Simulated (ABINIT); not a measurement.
Runs of ABINIT 10.8.3 (patched build) on PtS2. It takes space group P-3m1 (No. 164, trigonal). The conventional cell has a = 3.543 Å, b = 3.543 Å, c = 5.039 Å, α = 90.00°, β = 90.00°, γ = 120.00°. Pt (site symmetry -3m) has 6 S at 2.34 Å as nearest neighbours. S (site symmetry 3m) has 3 Pt at 2.34 Å as nearest neighbours. 

```csv
task,level,potentials or basis,k mesh,cutoff (eV),fine-grid cutoff,mesh quality,gap on the mesh (eV),pressure (GPa),largest force (eV/Å)
band structure,revPBE,JTH PAW PBE v2.0,9 × 9 × 5,544,1088.46 eV,not flagged,1.02,14.3,1.41
single point,LDA,JTH PAW LDA v2.0,4 × 4 × 2,544,1088.46 eV,coarse,(b),(a),0.98
band structure,HCTH407,JTH PAW PBE v2.0,9 × 9 × 5,544,1088.46 eV,not flagged,1.09,9.2,0.59
single point,r2SCAN,JTH PAW PBE v2.0,4 × 4 × 2,653,1251.72 eV,coarse,1.26,9.9,1.38
single point,LDA,JTH PAW LDA v2.0,12 × 12 × 6,544,1088.46 eV,not flagged,(c),4.0,0.88
```

Alike in all rows: no spin polarisation; cell as given; smearing fermi-dirac 0.05 eV.

Task: Fill in the values left out.

Result: (a) 3.8; (b) 1.04; (c) 0.71.

Caveats: some runs use coarse meshes; spin-orbit coupling is left out, which moves the levels of the heavy elements; the PAW data sets were made with another functional, which shifts forces and pressure a little (some runs).

A k mesh can miss the band edges, and the runs leave out spin-orbit coupling on Pt.

Runs at the PBE level aren't shown here.
